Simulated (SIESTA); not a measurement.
TiO in SIESTA: the effect of basis

The system is TiO.

```
CELL_PARAMETERS angstrom
3.03100 0.00000 0.00000
-1.51550 2.62492 0.00000
0.00000 0.00000 3.23770
ATOMIC_POSITIONS crystal
Ti 0.66667 0.33333 0.00000
O 0.00000 0.00000 0.50000
```

Alike in all runs:

| Property | Result |
| --- | --- |
| Program | SIESTA 5.4.2 |
| Task | band structure |
| Functional | PBEsol |
| Potentials or basis | PseudoDojo 0.4 standard (PBEsol files) |
| Grid cutoff | 800 Ry |
| Energy shift | 0.003 Ry |
| k mesh | 10 × 10 × 8 |
| Occupations | fermi-dirac, width 0.05 eV |
| Spin | no spin polarisation |

```tsv
basis	pressure (GPa)
SZ	-45.3
SZP	?
DZ	-41.8
DZP	-40.1
TZP	-40.3
TZDP	-40.1
```

**Question.** What does the run with basis SZP give?

**Answer.** Pressure -39.3 GPa.

Caveats: a pressure of tens of GPa on the cell as given is suspect, and the run, the potentials or the cell itself is likely at fault; the basis of atomic orbitals isn't converged, which shifts pressures, moduli and gaps; the basis has no polarisation orbitals (some runs).
